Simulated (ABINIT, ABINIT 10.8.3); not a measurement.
# Working log: lattice constants a and c of PdTe with ABINIT

*A first attempt by someone new to these calculations. It holds errors of set-up and of interpretation; a review follows at the end.*

## The question

PdTe is a hexagonal crystal with the NiAs structure, so there are two lengths to get right, a and c. The values I compare with come from powder X-ray diffraction on crushed crystals grown from the melt, in "Multigap superconductivity with non-trivial topology in a Dirac semimetal PdTe" (2024, arXiv:2408.06424): a = 4.152 Å and c = 5.671 Å. A second set is from "PdTe a 4.5K Type II BCS Superconductor" (2014, arXiv:1411.1181), also powder diffraction, on a polycrystalline sample made with some extra palladium. Both of its lengths are slightly larger. The measuring temperature is not given with the first set, and for the second it is presumably room temperature.

| compared with | measured | source's wording or label | method |
| --- | --- | --- | --- |
| a (Å) | 4.152 | a = b | powder X-ray diffraction * |
| c (Å) | 5.671 | c | powder X-ray diffraction * |
| a (Å) | 4.15331 ± 0.00015 | 4.15331 ± 0.00015 A | powder XRD, Rietveld refinement |
| c (Å) | 5.6732 ± 0.0004 | 5.6732 ± 0.0004 A | powder XRD, Rietveld refinement |

Where a quantity has several values, deviations refer to the one marked *.

Conditions are those given with the value in the passage it was taken from; "not stated" means there, and the paper may say more elsewhere.

## How to go about it

I want to calculate a and c and see whether they come out like the measured ones. The model is the primitive cell with 4 atoms, and ABINIT relaxes the cell and the atoms starting from the diffraction structure. My target is 0.01 Å on both lengths, because then the numbers would look the same when rounded to two decimals. I start with LDA and light settings. If the result is off, I will go to something more expensive until it fits.

System: PdTe (palladium telluride), hexagonal NiAs-type; P6_3/mmc (No. 194), 4 atoms in the primitive cell; the database structure is a diffraction structure: a = 4.152 Å, c = 5.672 Å; structure from the Crystallography Open Database.

## 1. A quick LDA relaxation

I take the low cutoff of 14 Ha to save time. In the silicon tutorial I worked through, a low cutoff was good enough, and this cell is small too. The start is already the diffraction structure, so I expect the relaxation to move it very little and a and c to stay within my 0.01 Å.

**Run 1.** ABINIT 10.8.3: LDA, JTH PAW datasets, cell and atoms relaxed from the database structure, cutoff 14 Ha, 9x9x6 k mesh, Gaussian smearing 0.1 eV.

Key lines of the input:
```
# potential files: JTH PAW datasets, made for LDA
ecut 14
pawecutdg 28
ecutsm 0.5
dilatmx 1.06
optcell 2
ionmov 2
ntime 50
tolmxf 5.0d-5
ngkpt 9 9 6
shiftk 0.0 0.0 0.0
occopt 7
tsmear 0.1 eV
nband 33
nstep 80
tolvrs 1.0d-10
pseudos "Te.xml, Pd.xml"
ntypat 2
znucl 52 46
natom 4
typat 1 1 2 2
# ... acell, rprim, xred
```

Command:
```
OMP_NUM_THREADS=1 mpirun -n 8 abinit run.abi > run.log
```

Converged; 7.7 min on 8 cores of Intel Xeon at 2.50GHz (Skylake/Cascade Lake), shared host.

| quantity | run 1 | measured | deviation |
| --- | --- | --- | --- |
| a (Å) | 4.1544 | 4.152 | +0.0024 (+0.1 %) |
| c (Å) | 5.5823 | 5.671 | −0.0887 (−1.6 %) |
| conventional cell volume (Å³) | 83.44 |  |  |
| final pressure (GPa) | −0.000892 |  |  |

a is only 0.0024 Å too long, so I count a as solved and LDA as right for this crystal. c is 0.0887 Å too short, far outside my 0.01 Å. The final pressure is practically zero, which tells me the calculation itself is accurate. So something in the input must be pressing on c alone.

## 2. Taking out the smearing of the cutoff

I went through the input looking for something that could squeeze the cell and stopped at `ecutsm 0.5`. It smears the cutoff, and to me that sounds like an artificial term that doesn't belong in a real crystal. I will take the line out and also go up to 20 Ha, so that the run is better in every way. I expect a to stay where it is and c to come up towards 5.67 Å.

**Run 2.** ABINIT 10.8.3: LDA, JTH PAW datasets, cell and atoms relaxed from the database structure, cutoff 20 Ha, 9x9x6 k mesh, Gaussian smearing 0.1 eV; no ecutsm.

Key lines of the input, as changed from run 1:
```diff
- ecut 14
- pawecutdg 28
- ecutsm 0.5
+ ecut 20
+ pawecutdg 40
```

Converged; 9.4 min of wall time.

| quantity | run 2 | measured | deviation |
| --- | --- | --- | --- |
| a (Å) | 4.1442 | 4.152 | −0.0078 (−0.2 %) |
| c (Å) | 5.5600 | 5.671 | −0.1110 (−2.0 %) |
| conventional cell volume (Å³) | 82.70 |  |  |
| final pressure (GPa) | 0.000023 |  |  |

c went the wrong way, from 5.5823 to 5.5600 Å, and a is now a little short as well, though still inside my 0.01 Å. So the smearing of the cutoff was not squeezing the cell, it was holding c up, and taking it out was a mistake. The pressure is even closer to zero than before, so I still trust the calculation itself.

## 3. Smearing back in, and isif 3

I put `ecutsm` back and stay at 20 Ha. I also think the cell is not being relaxed fully, because a gets close and c doesn't. In a VASP tutorial on an oxide the cell was set free with ISIF = 3, and my input has no such line, so I add `isif 3`. With c really free to move, I expect it to go up to about 5.67 Å.

**Run 3.** ABINIT 10.8.3: LDA, JTH PAW datasets, cell and atoms relaxed from the database structure, cutoff 20 Ha, 9x9x6 k mesh, Gaussian smearing 0.1 eV; isif 3 added to the input.

Key lines of the input, as changed from run 2:
```diff
+ ecutsm 0.5
+ isif 3
```

Selected lines of the output:
```
Found token: `ISIF` in the input file.
    This name is not one of the registered input variable names (see
    Action: check your input file. Perhaps you mistyped the input variable,
    or specified "img", although this was not permitted for this input variable.
```

Input refused; 1.2 s of wall time.

ABINIT stopped after about a second because it doesn't know `ISIF`. I take this to mean that this version can't set c free the way VASP does, so I have to get c to move by some other route. The line goes out again.

## 4. Starting from a smaller cell

In both finished runs c started at the diffraction value and went down. I think the relaxation simply runs downhill from wherever it starts and stops too far along. If I start below the measured cell, it has to come up, and it should stop near 5.67 Å from the other side. So I multiply the lattice vectors by 0.97. I also set `dilatmx` to 1.0, because 1.06 looks like an extra stretch of 6 % put on the cell, and I don't want the result stretched artificially.

**Run 4.** ABINIT 10.8.3: LDA, JTH PAW datasets, cell and atoms relaxed from the database structure, cutoff 20 Ha, 9x9x6 k mesh, Gaussian smearing 0.1 eV; started from lattice vectors 0.97 times the database's, dilatmx 1.0.

Key lines of the input, as changed from run 2:
```diff
- dilatmx 1.06
+ ecutsm 0.5
+ dilatmx 1.0
- ntime 50
+ ntime 30
- nstep 80
+ nstep 60
- # ... acell, rprim, xred
+ rprim
+   4.02753700 0.00000000 0.00000000
+   -2.01376850 3.48794936 0.00000000
+   0.00000000 0.00000000 5.50174300
+ # ... xred
```

Selected lines of the output:
```
Dilatmx has been exceeded too many times (4)
    See the description of dilatmx and chkdilatmx input variables.
    Action: either first do a calculation with chkdilatmx=0, or
    restart your calculation with a larger dilatmx, or larger lattice vectors.
    Warning: With chkdilatmx = 0 the final computation of lattice parameters might be inaccurate.
```

Ended with an error; 5.4 min of wall time.

The run ended with an error about `dilatmx`, so there is no new a or c. Still, I find it encouraging: the cell was trying to get bigger than where I started it, which is what I said it would do. I take this as proof that c really wants to go up to 5.67 Å and that the two finished runs just stopped in the wrong place.

## 5. Larger lattice vectors and fewer k-points

The message asks for a larger `dilatmx` or larger lattice vectors, so I go back to the diffraction cell and to 1.06, which covers both. I also lower the k mesh to 6x6x4. The silicon tutorial managed with a small mesh, and I suspect that so many points only give the relaxation more places to get stuck. With the smearing of the cutoff in as well, which held c up before, I expect c to come out longer than 5.5823 Å this time.

**Run 5.** ABINIT 10.8.3: LDA, JTH PAW datasets, cell and atoms relaxed from the database structure, cutoff 20 Ha, 6x6x4 k mesh, Gaussian smearing 0.1 eV.

Key lines of the input, as changed from run 2:
```diff
+ ecutsm 0.5
- ngkpt 9 9 6
+ ngkpt 6 6 4
```

Selected lines of the output:
```
 At Broyd/MD step   6, gradients are converged :
            acell      7.8360258739E+00  7.8360258755E+00  1.0510740572E+01 Bohr
```

Converged; 5.1 min of wall time.

| quantity | run 5 | measured | deviation |
| --- | --- | --- | --- |
| a (Å) | 4.1466 | 4.152 | −0.0054 (−0.1 %) |
| c (Å) | 5.5620 | 5.671 | −0.1090 (−1.9 %) |
| conventional cell volume (Å³) | 82.82 |  |  |
| final pressure (GPa) | 0.000092 |  |  |

c is 5.5620 Å, so it did not get past 5.5823 Å as I expected. Both lengths are slightly closer to the measured ones than in the 20 Ha run with the 9x9x6 mesh, which I read as the smaller mesh being the better one for this crystal. The first run at 14 Ha still has the best c, so the higher cutoff seems to do harm. None of this gets c anywhere near 5.67 Å, though, and I have run out of ideas for the relaxation settings.

## 6. A more expensive functional

My plan was to go to something more expensive if LDA didn't fit, so now I take PBEsol. It has "sol" for solids in its name, and PdTe is a solid, so it should repair whatever has been holding c down. For the potentials I use the PBE datasets, since the name is almost the same. I go back to the 9x9x6 mesh because a better functional probably needs more points. a was already right with LDA, so I expect it to stay put and only c to grow, to about 5.67 Å.

**Run 6.** ABINIT 10.8.3: PBEsol, JTH PAW datasets, cell and atoms relaxed from the database structure, cutoff 20 Ha, 9x9x6 k mesh, Gaussian smearing 0.1 eV; PBE datasets.

Key lines of the input, as changed from run 2:
```diff
- # potential files: JTH PAW datasets, made for LDA
+ # potential files: JTH PAW datasets, made for PBE
+ ecutsm 0.5
+ ixc -116133
```

Converged; 15 min of wall time.

| quantity | run 6 | measured | deviation |
| --- | --- | --- | --- |
| a (Å) | 4.1754 | 4.152 | +0.0234 (+0.6 %) |
| c (Å) | 5.6167 | 5.671 | −0.0543 (−1.0 %) |
| conventional cell volume (Å³) | 84.80 |  |  |
| final pressure (GPa) | −0.001624 |  |  |

c has grown to 5.6167 Å, the longest so far, but it is still 0.0543 Å short. a has gone to 4.1754 Å and is now outside my 0.01 Å, although it was fine in every finished LDA run. So PBEsol has spoiled the length that was already solved, and I conclude that it is the wrong functional for PdTe. I don't think the better c comes from PBEsol either. This was the first finished run with 20 Ha, the 9x9x6 mesh and the smearing of the cutoff all together, and I believe that combination is what let c grow.

## 7. Back to LDA with the good combination

I go back to LDA, which gets a right, and keep the three settings from the PBEsol run. That should give me the good a from LDA and the longer c from the settings. I expect a near 4.15 Å and c at 5.62 Å or above.

**Run 7.** ABINIT 10.8.3: LDA, JTH PAW datasets, cell and atoms relaxed from the database structure, cutoff 20 Ha, 9x9x6 k mesh, Gaussian smearing 0.1 eV.

Key lines of the input, as changed from run 2:
```diff
+ ecutsm 0.5
```

Converged; 14 min of wall time.

| quantity | run 7 | measured | deviation |
| --- | --- | --- | --- |
| a (Å) | 4.1463 | 4.152 | −0.0057 (−0.1 %) |
| c (Å) | 5.5630 | 5.671 | −0.1080 (−1.9 %) |
| conventional cell volume (Å³) | 82.82 |  |  |
| final pressure (GPa) | −0.000235 |  |  |

a is 4.1463 Å, as I hoped, but c is 5.5630 Å and not 5.62 Å or above. The three settings that I thought had let c grow did nothing of the kind here. I can only suppose that they work with PBEsol and not with LDA, and I don't know why.

I am stopping here and taking the very first run, at 14 Ha, as my result: a = 4.1544 Å and c = 5.5823 Å. It has the a closest to the measured one and the longest c of all my LDA runs, so I think 14 Ha is simply the right cutoff for PdTe. c is still well outside my 0.01 Å. Since LDA gets a right every time, I suspect that the measured c is too long, perhaps because the crystals were crushed for the powder.

## The runs side by side

| run | settings | a (Å) | deviation | c (Å) | deviation | cost | status |
| --- | --- | --- | --- | --- | --- | --- | --- |
| 1 | LDA, cutoff 14 Ha, 9x9x6 k mesh | 4.1544 | +0.0024 (+0.1 %) | 5.5823 | −0.0887 (−1.6 %) | 62 core-min |  |
| 2 | LDA, cutoff 20 Ha, 9x9x6 k mesh, no ecutsm | 4.1442 | −0.0078 (−0.2 %) | 5.5600 | −0.1110 (−2.0 %) | 75 core-min |  |
| 3 | LDA, cutoff 20 Ha, 9x9x6 k mesh, isif 3 added to the input | – |  | – |  | under 1 core-min | input refused |
| 4 | LDA, cutoff 20 Ha, 9x9x6 k mesh, started from lattice vectors 0.97 times the database's, dilatmx 1.0 | – |  | – |  | 43 core-min | ended with an error |
| 5 | LDA, cutoff 20 Ha, 6x6x4 k mesh | 4.1466 | −0.0054 (−0.1 %) | 5.5620 | −0.1090 (−1.9 %) | 41 core-min |  |
| 6 | PBEsol, cutoff 20 Ha, 9x9x6 k mesh, PBE datasets | 4.1754 | +0.0234 (+0.6 %) | 5.6167 | −0.0543 (−1.0 %) | 2 core-h |  |
| 7 | LDA, cutoff 20 Ha, 9x9x6 k mesh | 4.1463 | −0.0057 (−0.1 %) | 5.5630 | −0.1080 (−1.9 %) | 1.9 core-h |  |
|  | measured | 4.152 |  | 5.671 |  |  |  |

## Closing entry

I have a but not c. My result stays the first LDA run at 14 Ha, with a = 4.1544 Å and c = 5.5823 Å. The first is inside my target of 0.01 Å, the second is 0.0887 Å too short. I count that as half a success.

Everything I did after that run was meant to bring c up, and with LDA it only made c shorter. From this I conclude that a higher cutoff is wasted on PdTe, and next time I would stay at 14 Ha from the start. PBEsol gave the longest c, 5.6167 Å, but it lost a, so I don't use it.

I still can't say what is holding c down. The pressure was practically zero in every run that finished, so I don't believe the fault is in my calculation. I would sooner have c measured again on a crystal that hasn't been crushed. If it has to be calculated again, I would look for a more expensive method that leaves a alone and changes only c.

## Review

The target of 0.01 Å came from rounding, not from what the method can do: common functionals miss lattice constants by roughly 1 %, several times that target. Trying methods "until it fits" also selects for lucky errors.

Run 1 shows this. A cutoff that suits silicon is too low for the stresses in PdTe. Run 7, identical but at 20 Ha, shortens a by 0.0081 Å and c by 0.0193 Å, so run 1's closer values are chance. Whether 20 Ha is itself enough was not examined here; a run at a higher cutoff would be the check. Near-zero pressure means only that the relaxation finished within its own basis and functional, not that the result is accurate.

Run 2 changed two things at once, and removing the cutoff smearing got the blame for the drop in c. Run 7, which restores it, lengthens c by only 0.0030 Å; most of the drop came from the higher cutoff. `ecutsm` keeps the energy smooth as the cell changes and belongs in such a run, though not because it holds c up.

In run 3, `isif` is a VASP keyword. `optcell 2` was already relaxing the whole cell, as the movement of c in runs 1 and 2 showed.

Run 4 started from a compressed cell with `dilatmx 1.0`. That setting doesn't stretch the crystal; it reserves room in the basis for growth, and here there was none. The cell did want to expand, but that doesn't show that it was heading for 5.67 Å. Nor had the finished runs overshot: they converged with the stress near zero, so they stopped at the minimum for their own settings. Keeping 1.06 would have avoided the error, and run 5 rightly restored it.

Run 5 should be compared with run 7, not run 2. The mesh then changes a by 0.0003 Å and c by about 0.001 Å: the smaller mesh is adequate, not better, and extra k-points don't trap a relaxation. At 41 core-minutes, this 20 Ha run even cost less than run 1's 62.

Trying PBEsol in run 6 was sensible, since it was designed with the lattice constants of solids in mind, but it is hardly more expensive than LDA and does not call for a denser k mesh. PBE datasets are a common compromise, though a similar name is no justification. Run 7 was a useful control, but its message was missed: the change of functional (together with its datasets), not the settings, had lengthened c by about 0.054 Å and a by about 0.029 Å. A functional acts on both lengths, so a can't be "solved" alone. LDA's good a accompanies a cell that is roughly 2 % too small in volume.

Choosing run 1 as the result therefore rewards an error. Nor is there good reason to blame crushing for the measured c: a separately prepared polycrystalline sample gave 5.6732 Å, almost the same.

The PBEsol run is the best overall description, because its volume is close to the measured one and its larger length error is smaller than LDA's. Still, a is 0.6 % too long and c 1.0 % too short, so the good volume comes largely from cancellation. Agreement is fair, not precise. What remains unexplained is the shape: both functionals make c too short relative to a. The functionals themselves may be at fault; spin-orbit coupling and temperature were not examined here.

[Logs are printed without paths, hosts, clocks, repeated set-up lines and the standing remarks that a program may print on its own settings, such as how far it seeks lower states.]

[The runs shown are a pick from a larger set of finished runs; failed, doubtful and other runs were left out of it ahead of writing. So were measured values far from every level or from commonly accepted values, and agreement can look better than it is. Lines of input and output are excerpts and may be shortened.]
